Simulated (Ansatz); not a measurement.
# CdSe: the cost of one run

Method: DFT PBE, scalar-relativistic, plane waves, PAW, in Ansatz 0.2.0.

1 further run of the same task is left out (it didn't finish).

## 1. The system as given

Symmetry: P6_3/mmc, No. 194, hexagonal system. The conventional cell has a = 4.063 Å, b = 4.063 Å, c = 6.697 Å, α = 90.00°, β = 90.00°, γ = 120.00°. Around Cd (site symmetry -3m) lie 6 Se at 2.88 Å. Se (site symmetry -6m2) is surrounded by 6 Cd at 2.88 Å.

As a file:

```
Cd Se
1.0
     4.06340    0.00000    0.00000
    -2.03170    3.51901    0.00000
     0.00000    0.00000    6.69692
Cd Se
2 2
Direct
  0.00000 0.00000 0.00000
  0.00000 0.00000 0.50000
  0.33333 0.66667 0.75000
  0.66667 0.33333 0.25000
```

It is the end of an earlier relaxation with the same method, from a generated guess; it needn't be the stable form of this composition. At a tolerance of 0.05 Å it has space group P6_3/mmc (No. 194); it has 23.94 Å³/atom, an uncorrected energy of -0.46 eV/atom over the elements.

## 2. Electronic structure at the relaxed geometry

Contents of input.yaml:

```yaml
crystal:
  lattice:
    - [4.0634045328, 0.0, 0.0]
    - [-2.0317022664, 3.5190115513, 0.0]
    - [0.0, 0.0, 6.6969154597]
  atoms:
    - { symbol: Cd, position: [0.0, 0.0, 0.0] }
    - { symbol: Cd, position: [0.0, 0.0, 0.5] }
    - { symbol: Se, position: [0.3333333333, 0.6666666667, 0.75] }
    - { symbol: Se, position: [0.6666666667, 0.3333333333, 0.25] }
basis:
  ecutwfc: 420
kpoints:
  mp_grid: { grid: [12, 12, 8] }
  band_path:
    path:
      - [[0.0, 0.0, 0.0], [0.5, 0.0, 0.0], [0.33333333, 0.33333333, 0.0], [0.0, 0.0, 0.0], [0.0, 0.0, 0.5], [0.5, 0.0, 0.5], [0.33333333, 0.33333333, 0.5], [0.0, 0.0, 0.5]]
      - [[0.5, 0.0, 0.5], [0.5, 0.0, 0.0]]
      - [[0.33333333, 0.33333333, 0.5], [0.33333333, 0.33333333, 0.0]]
    npoints: 14
hamiltonian:
  xc: pbe
scf:
  occupations: { method: gaussian, width: 0.1 }
  n_extra_bands: 10
output:
  forces: true
  stress: true
  eigenvalues: true
  populations: true
  dos: { projected: true, de: 0.02, nscf_kmesh: { grid: [15, 15, 10] } }
  bader: true
  write_density: true
  write_potential: true
  elf: true
  volumetric_format: npy
```

On the command line:

```
> ansatz run input.yaml --threads 1 --pin off --max-ram 2048MiB --backend cpu --events-out ev --progress --plain --runs-dir out
```

What time and memory should one allow on 1 thread of Arm Neoverse V1, shared host?

About 81 s, with a peak of 0.69 GiB.
